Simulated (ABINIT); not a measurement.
# Mo (Im-3m) in ABINIT: notebook, part 2 of 2

ABINIT 10.8.3 (patched build). The steps go on from the part before.

## 3. Band structure, PW91

run.abi reads:

```
# Datasets: ground state, then fixed potential
ndtset 2

# Pseudopotentials
pp_dirpath "./"
pseudos "Mo.GGA_PBE-JTH.xml"

# Structure
acell 3*1.0
rprim
    -2.9929651906     2.9929651906     2.9929651906
     2.9929651906    -2.9929651906     2.9929651906
     2.9929651906     2.9929651906    -2.9929651906
ntypat 1
znucl 42
natom 1
typat 1
xred
     0.0000000000     0.0000000000     0.0000000000

# Plane-wave basis
ecut 15.0
pawecutdg 30.0

# Exchange and correlation
ixc -109134

# Bands and occupations
occopt 3
tsmear 0.05 eV

# SCF cycle
nstep 100

# Output
iomode 3
prtwf 0
prteig 0
prtebands 0
enunit 1
prtden1 1

# Dataset 1
kptopt1 1
ngkpt1 12 12 12
nshiftk1 1
shiftk1 0.0 0.0 0.0
nband1 11
tolvrs1 1.0e-9

# Dataset 2: bands along G-H-N-G-P-H
iscf2 -2
getden2 1
nband2 15
nbdbuf2 2
tolwfr2 1.0e-12
kptopt2 -5
ndivsm2 8
prteig2 1
kptbounds2
     0.0000000000     0.0000000000     0.0000000000
     0.5000000000    -0.5000000000     0.5000000000
     0.0000000000     0.0000000000     0.5000000000
     0.0000000000     0.0000000000     0.0000000000
     0.2500000000     0.2500000000     0.2500000000
     0.5000000000    -0.5000000000     0.5000000000
```

Potentials or basis: JTH PAW PBE v2.0.

On the command line:

```
abinit run.abi > log 2>&1
```

run.abo:

```text
.Version 10.8.3 of ABINIT
 DATASET    1 : space group Im -3 m (#229); Bravais cI (body-center cubic)
================================================================================
 Values of the parameters that define the memory need for DATASET  1.
     intxc =       0    ionmov =       0      iscf =      17    lmnmax =      18
     lnmax =       6     mgfft =      20  mpssoang =       3    mqgrid =    3001
     natom =       1  nloc_mem =       2    nspden =       1   nspinor =       1
    nsppol =       1      nsym =      48    n1xccc =       1    ntypat =       1
    occopt =       3   xclevel =       2
       mpw =         321          nfft =        8000          nkpt =          72
 PAW method is used; the additional fine FFT grid is defined by:
   mgfftf=        27    nfftf =     19683
================================================================================
================================================================================

 DATASET    2 : space group Im -3 m (#229); Bravais cI (body-center cubic)
================================================================================
 Values of the parameters that define the memory need for DATASET  2.
     intxc =       0    ionmov =       0      iscf =      -2    lmnmax =      18
     lnmax =       6     mgfft =      20  mpssoang =       3    mqgrid =    3001
     natom =       1  nloc_mem =       2    nspden =       1   nspinor =       1
    nsppol =       1      nsym =      48    n1xccc =       1    ntypat =       1
    occopt =       3   xclevel =       2
       mpw =         321          nfft =        8000          nkpt =          48
 PAW method is used; the additional fine FFT grid is defined by:
   mgfftf=        27    nfftf =     19683
================================================================================
================================================================================

--------------------------------------------------------------------------------
[... 601 lines left out ...]

 ----iterations are completed or convergence reached----

 Mean square residual over all n,k,spin=   42.291E-14; max=  98.708E-14
 reduced coordinates (array xred) for    1 atoms
       0.000000000000      0.000000000000      0.000000000000

 cartesian coordinates (angstrom) at end:
    1      0.00000000000000     0.00000000000000     0.00000000000000
 length scales=  1.000000000000  1.000000000000  1.000000000000 bohr
              =  0.529177210544  0.529177210544  0.529177210544 angstroms
 Eigenvalues (   eV  ) for nkpt=  48  k points:
 kpt#   1, nband= 15, wtk=  1.00000, kpt=  0.0000  0.0000  0.0000 (reduced coord)
 -47.92823  -21.22017  -21.22017  -21.22017    6.23554   12.04618   12.04618   12.04618
  15.01026   15.01026   28.41474   28.41474   28.41474   39.51910   39.51910
 kpt#   2, nband= 15, wtk=  1.00000, kpt=  0.0455 -0.0455  0.0455 (reduced coord)
 -47.91849  -21.25976  -21.23793  -21.23793    6.41567   12.03524   12.03524   12.12502
  14.77595   15.09274   28.60481   28.71629   28.71629   37.63254   39.85371
 kpt#   3, nband= 15, wtk=  1.00000, kpt=  0.0909 -0.0909  0.0909 (reduced coord)
 -47.89032  -21.36964  -21.28999  -21.28999    6.93136   12.02430   12.02430   12.35919
  14.14067   15.32667   29.10739   29.57788   29.57788   34.71653   40.85803
 kpt#   4, nband= 15, wtk=  1.00000, kpt=  0.1364 -0.1364  0.1364 (reduced coord)
 -47.84676  -21.52629  -21.37271  -21.37271    7.70680   12.06678   12.06678   12.74130
  13.25404   15.66970   29.78275   30.85508   30.85508   32.03972   40.27157
 kpt#   5, nband= 15, wtk=  1.00000, kpt=  0.1818 -0.1818  0.1818 (reduced coord)
 -47.79232  -21.69930  -21.48006  -21.48006    8.60581   12.22356   12.22356   12.26318
  13.25796   16.05976   29.97965   30.51562   32.16268   32.16268   38.68435
 kpt#   6, nband= 15, wtk=  1.00000, kpt=  0.2273 -0.2273  0.2273 (reduced coord)
 -47.73238  -21.85993  -21.60387  -21.60387    9.41150   11.27701   12.54481   12.54481
[... 113 lines left out ...]
 -47.58884  -22.17660  -22.17660  -21.62570    9.68743    9.68743   11.73078   15.91182
  15.91182   23.68856   23.82858   23.82858   32.86872   32.86872   35.81269
 kpt#  45, nband= 15, wtk=  1.00000, kpt=  0.4250 -0.2750  0.4250 (reduced coord)
 -47.55912  -22.16554  -22.16554  -21.80695    9.05787    9.05787   13.22522   16.31926
  16.31926   23.49813   23.49813   23.65924   33.00807   33.00807   35.67789
 kpt#  46, nband= 15, wtk=  1.00000, kpt=  0.4500 -0.3500  0.4500 (reduced coord)
 -47.53291  -22.15093  -22.15093  -21.97507    8.54733    8.54733   14.92395   16.75888
  16.75888   23.00287   23.00287   23.36477   33.38812   33.38812   34.26797
 kpt#  47, nband= 15, wtk=  1.00000, kpt=  0.4750 -0.4250  0.4750 (reduced coord)
 -47.51492  -22.13914  -22.13914  -22.09260    8.21837    8.21837   16.51292   17.12114
  17.12114   22.55480   22.55480   22.77342   32.98477   33.74990   33.74990
 kpt#  48, nband= 15, wtk=  1.00000, kpt=  0.5000 -0.5000  0.5000 (reduced coord)
 -47.50852  -22.13467  -22.13467  -22.13467    8.10511    8.10511   17.26691   17.26691
  17.26691   22.37136   22.37136   22.37136   32.51394   33.89424   33.89424

== END DATASET(S) ==============================================================
================================================================================

 -outvars: echo values of variables after computation  --------
            acell      1.0000000000E+00  1.0000000000E+00  1.0000000000E+00 Bohr
           etotal1    -6.8913991592E+01
            fcart1    -0.0000000000E+00 -0.0000000000E+00 -0.0000000000E+00
            rprim     -2.9929651906E+00  2.9929651906E+00  2.9929651906E+00
                       2.9929651906E+00 -2.9929651906E+00  2.9929651906E+00
                       2.9929651906E+00  2.9929651906E+00 -2.9929651906E+00
           strten1     4.4374387292E-05  4.4374387292E-05  4.4374387292E-05
                       0.0000000000E+00  0.0000000000E+00  0.0000000000E+00
 Calculation completed.
```

Run time: 18 s. Hardware: 1 thread of Arm Neoverse N1, shared host; peak memory 0.12 GiB.

What came out:

| Item | Value |
| --- | --- |
| Free energy | -1875.2452 eV |
| Pressure | -1.3 GPa |
| Band gap on the k mesh | none (metal or under the smearing width) |
| Valence electrons inside the program's atomic spheres | Mo 11.30 (radii [1.1681] Å) |

Levels at the corners of the path, in eV from the Fermi level:
```
point  band 4  band 5  band 6  band 7  band 8  band 9  band 10  band 11
    Γ  -34.56   -7.11   -1.30   -1.30   -1.30    1.67     1.67    15.07
    H  -35.48   -5.24   -5.24    3.92    3.92    3.92     9.03     9.03
    N  -34.57   -5.16   -3.28    1.64    1.68    2.30     4.67    11.41
    Γ  -34.56   -7.11   -1.30   -1.30   -1.30    1.67     1.67    15.07
    P  -35.23   -2.53   -2.53   -2.53    2.42    2.42     9.44    11.48
    H  -35.48   -5.24   -5.24    3.92    3.92    3.92     9.03     9.03
```

Caveat: the PAW data sets were made with another functional, which shifts forces and pressure a little.
